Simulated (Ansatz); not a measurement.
Not every guess gives a structure. This one for TiTe₂ was tried:

A trial structure of TiTe₂ was built thus: YPt2 type (Fd-3m) distorted into a subgroup (R-3m, No. 166) (largest shift (Å) 0.37). Its size is a rough estimate.

```cif
data_structure
_symmetry_space_group_name_H-M 'R-3m:H'
_symmetry_Int_Tables_number 166
_cell_length_a 6.1554
_cell_length_b 6.1554
_cell_length_c 15.2564
_cell_angle_alpha 90.000
_cell_angle_beta 90.000
_cell_angle_gamma 120.000
_cell_volume 500.61
loop_
_atom_site_label
_atom_site_type_symbol
_atom_site_symmetry_multiplicity
_atom_site_Wyckoff_symbol
_atom_site_fract_x
_atom_site_fract_y
_atom_site_fract_z
_atom_site_occupancy
Ti1 Ti 6 c 0.66667 0.33333 0.98278 1
Te1 Te 3 a 0.00000 0.00000 0.00000 1
Te2 Te 9 d 0.66667 0.83333 0.83333 1
```

Level of theory: DFT PBE, scalar-relativistic, plane waves, PAW (Ansatz 0.2.0).

Input of the final relaxation:

```yaml
crystal:
  lattice:
    - [3.583781675, 2.0690973148, 5.5557212405]
    - [-3.583781675, 2.0690973148, 5.5557212405]
    - [0.0, -4.1381946296, 5.5557212405]
  atoms:
    - { symbol: Ti, position: [0.7430803377, 0.7430803377, 0.7430803377], spin: 1.05 }
    - { symbol: Ti, position: [0.2569196623, 0.2569196623, 0.2569196623], spin: 1.05 }
    - { symbol: Te, position: [0.0, 0.0, 0.0] }
    - { symbol: Te, position: [0.5, 0.0, 0.0] }
    - { symbol: Te, position: [0.0, 0.0, 0.5] }
    - { symbol: Te, position: [0.0, 0.5, 0.0] }
basis:
  ecutwfc: 420
kpoints:
  mp_grid: { grid: [6, 6, 6] }
hamiltonian:
  xc: pbe
scf:
  occupations: { method: gaussian, width: 0.1 }
output:
  forces: true
  stress: true
  eigenvalues: true
  populations: true
  write_density: true
  write_potential: true
  elf: true
  volumetric_format: npy
magnetization:
  spin_polarized: true
relax:
  adjacent_minimum: "off"
  f_tol: 0.01
  max_steps: 80
  cell: { stress_tol: 0.05 }
```

```bash
ansatz run input.yaml --threads 1 --pin off --max-ram 2560MiB --backend cpu --events-out ev --progress --plain --runs-dir out
```

Last lines of the log:

```
  P = ⅓ Tr σ = -0.0830 GPa (-0.830 kbar)
--- Band table (eV; the first three rows and the last of 64) ---
  k-point 0 ↑: bands = ["-56.4243", "-56.4232", "-35.3461", "-35.3063", "-35.3063", "-35.2672", "-35.2672", "-35.2625", "-35.2600", "-35.2600", "-35.2187", "-35.2186", "-35.2186", "-35.2181", "-35.2179", "-35.2179", "-35.2158", "-35.2132", "-35.2132", "-35.2127", "-35.2127", "-35.2096", "-32.7134",
  k-point 1 ↑: bands = ["-56.4243", "-56.4233", "-35.3457", "-35.3062", "-35.3038", "-35.2673", "-35.2672", "-35.2652", "-35.2600", "-35.2599", "-35.2186", "-35.2185", "-35.2185", "-35.2179", "-35.2178", "-35.2175", "-35.2156", "-35.2131", "-35.2131", "-35.2126", "-35.2126", "-35.2100", "-32.7123",
  k-point 2 ↑: bands = ["-56.4241", "-56.4234", "-35.3452", "-35.3059", "-35.2973", "-35.2722", "-35.2675", "-35.2672", "-35.2601", "-35.2597", "-35.2186", "-35.2185", "-35.2182", "-35.2181", "-35.2176", "-35.2176", "-35.2151", "-35.2135", "-35.2131", "-35.2127", "-35.2126", "-35.2107", "-32.7110",
  k-point 31 ↓: bands = ["-56.4239", "-56.4232", "-35.3406", "-35.3040", "-35.3040", "-35.2669", "-35.2668", "-35.2668", "-35.2604", "-35.2604", "-35.2181", "-35.2179", "-35.2179", "-35.2174", "-35.2172", "-35.2172", "-35.2152", "-35.2127", "-35.2127", "-35.2120", "-35.2120", "-35.2097", "-32.7081",
End of that report.
Error: SIGTERM received: cancelled by the caller after 5 completed SCF iterations
```

Question: What happened?

Answer: The run was cut off at its time limit. It had made 18 ionic steps, with the energy down by 0.636 eV/atom and the largest force component at 0.009 eV/Å. The volume went from 41.2 to 65.8 Å³/atom. No property of the compound can be read from it.

The run took 45 min on 1 thread of Intel(R) Xeon(R) Processor @ 2.50GHz (Skylake/Cascade Lake), with other jobs on the host, peak memory 1 GiB.
